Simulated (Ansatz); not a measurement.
# Te (bcc type): the cost of one run

Method: DFT, PBE, PAW with Ansatz's default frozen-core files, scalar-relativistic, in Ansatz 0.2.0.

## Step 1: Starting point

Symmetry: Im-3m, No. 229, cubic system. The conventional cell has a = 3.871 Å, b = 3.871 Å, c = 3.871 Å, α = 90.00°, β = 90.00°, γ = 90.00°. Te (site symmetry m-3m) is surrounded by 8 Te at 3.35 Å.

As a file:

```cif
data_structure
_symmetry_space_group_name_H-M 'Im-3m'
_symmetry_Int_Tables_number 229
_cell_length_a 3.8709
_cell_length_b 3.8709
_cell_length_c 3.8709
_cell_angle_alpha 90.000
_cell_angle_beta 90.000
_cell_angle_gamma 90.000
_cell_volume 58.00
loop_
_atom_site_label
_atom_site_type_symbol
_atom_site_symmetry_multiplicity
_atom_site_Wyckoff_symbol
_atom_site_fract_x
_atom_site_fract_y
_atom_site_fract_z
_atom_site_occupancy
Te1 Te 2 a 0.00000 0.00000 0.00000 1
```

The file gives the conventional cell by its symmetry; the runs use the cell typed in the input.

Whether this phase is the stable one at these pressures isn't tested.

## Step 2: Cell relaxed at zero pressure, PAW

input.yaml

```yaml
crystal:
  lattice:
    - [-1.9354383203, 1.9354383203, 1.9354383203]
    - [1.9354383203, -1.9354383203, 1.9354383203]
    - [1.9354383203, 1.9354383203, -1.9354383203]
  atoms:
    - { symbol: Te, position: [0.0, 0.0, 0.0] }
kpoints:
  mp_grid: { grid: [14, 14, 14] }
scf:
  occupations: { method: fermi_dirac, width: 0.05 }
hamiltonian:
  xc: pbe
  pseudopotentials: { kind: paw }
output:
  forces: true
  stress: true
relax:
  f_tol: 0.005
  max_steps: 40
  cell: {}
```

Started as:

```
ansatz run input.yaml --threads 1 --pin off --max-ram 2048MiB --backend cpu --events-out ev --progress --plain --runs-dir out
```

**Question.** How long does this run take on 1 thread of Arm Neoverse V1, shared host, and how much memory does it need?

About 6.8 s, with a peak of 0.32 GiB.
